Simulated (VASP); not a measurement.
A calculation with VASP 6.6.1 of AlRu (ASE script, structure by space group and Wyckoff sites):

The input run.py:

```python
from ase.calculators.vasp import Vasp
from ase.dft.bandgap import bandgap
from ase.spacegroup import crystal

atoms = crystal(
    ['Ru', 'Al'],
    basis=[[0.5, 0.5, 0.5], [0.0, 0.0, 0.0]],
    spacegroup=221,
    setting=1,
    cellpar=[2.9916, 2.9916, 2.9916, 90.0, 90.0, 90.0],
    primitive_cell=True,
)
calc = Vasp(
    directory='calc',
    xc='lda',
    pp='LDA',
    setups='materialsproject',
    prec='Accurate',
    encut=520,
    ediff=1e-07,
    ismear=0,
    sigma=0.1,
    lreal=False,
    lasph=True,
    nelm=80,
    algo='Fast',
    isif=2,
    lwave=False,
    lcharg=False,
    kpts=[9, 9, 9],
    gamma=True,
)
atoms.calc = calc

print('energy (eV):', atoms.get_potential_energy())
print('free energy (eV):', atoms.get_potential_energy(force_consistent=True))
print('forces (eV/A):')
print(atoms.get_forces())
print('stress (eV/A^3, Voigt):', atoms.get_stress())
print('Fermi level (eV):', calc.get_fermi_level())
gap, top, bottom = bandgap(calc)
print('band gap (eV):', gap, 'from (spin, k, band)', top, 'to', bottom)
```

Potentials or basis: VASP PAW LDA potentials, release 64 (Ru_pv, Al).

Command:

```bash
$ python run.py
```

Write the same calculation in another form: native input, structure from a POSCAR.

As run:

The input INCAR:

```
PREC = Accurate
ENCUT = 520
EDIFF = 1E-7
ISMEAR = 0
SIGMA = 0.1
LREAL = F
LASPH = T
NELM = 60
ALGO = Fast
ISIF = 2
LWAVE = F
LCHARG = F
GGA = CA
NBANDS = 16
```

The input KPOINTS:

```
regular mesh
0
Gamma
  9 9 9
```

POSCAR

```
AlRu
1.0
    2.9916000000      0.0000000000      0.0000000000
    0.0000000000      2.9916000000      0.0000000000
    0.0000000000      0.0000000000      2.9916000000
Ru Al
1 1
Cartesian
    1.4958000000      1.4958000000      1.4958000000
    0.0000000000      0.0000000000      0.0000000000
```

Potentials or basis: VASP PAW LDA potentials, release 64 (Ru_pv, Al).

Run with:

```bash
$ cat potpaw_LDA.64/Ru_pv/POTCAR potpaw_LDA.64/Al/POTCAR > POTCAR
$ mpirun -np 1 vasp_std > vasp.out
```

Both were run:

|  | ASE script, structure by space group and Wyckoff sites | native input, structure from a POSCAR |
| --- | --- | --- |
| Pressure | -7.7 GPa | -7.7 GPa |
| Band gap on the k mesh | none (metal or under the smearing width) | none (metal or under the smearing width) |

Keys that steer only the numerical path or the files written may differ.
